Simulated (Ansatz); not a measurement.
# Te2Mo: response to a stretch of c alone

A series on Te2Mo: a stretch of c alone, -4.5 to +4.5 %; the rest of the cell is held and the atoms relax. Wanted: energy, stress and any gap along the series.

Computed with Ansatz 0.2.0 (DFT r2SCAN, scalar-relativistic, plane waves, PAW, unless a step's input says otherwise).

2 further runs of the same task are left out: 2 set aside as unsound or not needed.

## (1) The system as given

The structure is hexagonal, space group P-6m2 (No. 187). Conventional cell: a = 3.561 Å, b = 3.561 Å, c = 17.524 Å, α = 90.00°, β = 90.00°, γ = 120.00°. Around Te (site symmetry 3m) lie 3 Mo at 2.73 Å. Mo (site symmetry -6m2) has 6 Te at 2.73 Å in its first shell of neighbours.

Coordinates:

```
Te Mo
1.0
     3.56126    0.00000    0.00000
    -1.78063    3.08414    0.00000
     0.00000    0.00000   17.52380
Te Mo
2 1
Direct
  0.33333 0.66667 0.89791
  0.33333 0.66667 0.10209
  0.00000 0.00000 0.00000
```

It goes back to an entry of the Materials Project, which need not be the stable form.

It is the result of an earlier relaxation at this level (volume 64.16 Å³/atom; gap on the mesh: 1.12 eV).

The unstrained cell was computed beforehand with the same settings: E(σ→0) = -18958.0912 eV for 3 atoms, gap 1.12 eV over the zone.

## (2) Strain -1.5 %

Contents of input.yaml:

```yaml
crystal:
  lattice:
    - [3.5612561764, 0.0, 0.0]
    - [-1.7806280882, 3.0841383181, 0.0]
    - [0.0, 0.0, 17.2609431902]
  atoms:
    - { symbol: Te, position: [0.3333333333, 0.6666666667, 0.8979077081] }
    - { symbol: Te, position: [0.3333333333, 0.6666666667, 0.1020922919] }
    - { symbol: Mo, position: [0.0, 0.0, 0.0] }
basis:
  ecutwfc: 500
kpoints:
  mp_grid: { grid: [12, 12, 2] }
hamiltonian:
  xc: r2scan
scf:
  occupations: { method: gaussian, width: 0.02 }
output:
  forces: true
  stress: true
  eigenvalues: true
relax:
  adjacent_minimum: "off"
  f_tol: 0.008
  max_steps: 40
```

Launch:

```sh
> ansatz run input.yaml --threads 1 --pin off --max-ram 2560MiB --backend cpu --events-out ev --progress --plain --runs-dir out
```

Further runs follow: seeking the band edges at -1.5 %; the cell strained by +1.5 %; seeking the band edges at +1.5 %; strain -3.0 %; band edges over the zone at -3.0 %; strain +3.0 %; seeking the band edges at +3.0 %; the cell strained by -4.5 %; seeking the band edges at -4.5 %; At +4.5 %; band edges over the zone at +4.5 %.

Before running it: what results should come out? Wanted: largest energy gain; gap shift, negative and positive side.

**Answer**, as computed:

| quantity | value |
| --- | --- |
| largest energy gain | 0.0 meV/atom at +4.5 % |
| gap shift, negative and positive side | +0, -0 meV per % |

The stress does not run one way along the series, so the crystal is soft here and the free axes or atoms switch branch. One stiffness does not describe the range: the innermost pair gives (1/V) d²E/dε² = 0 GPa and a cubic fit over all points 0 GPa. The gap runs from 1.12 eV at -4.5 % through 1.12 eV at +4.5 %, and changes between direct and indirect on the way. These runs have no spin-orbit coupling; with Te it would split and shift bands. The cell holds empty space of several Å, a single layer or slab in vacuum, so volume, pressure and the long edge depend on that space.

The cell is layered and no dispersion term is used, so the spacing and stiffness across the layers are uncertain.
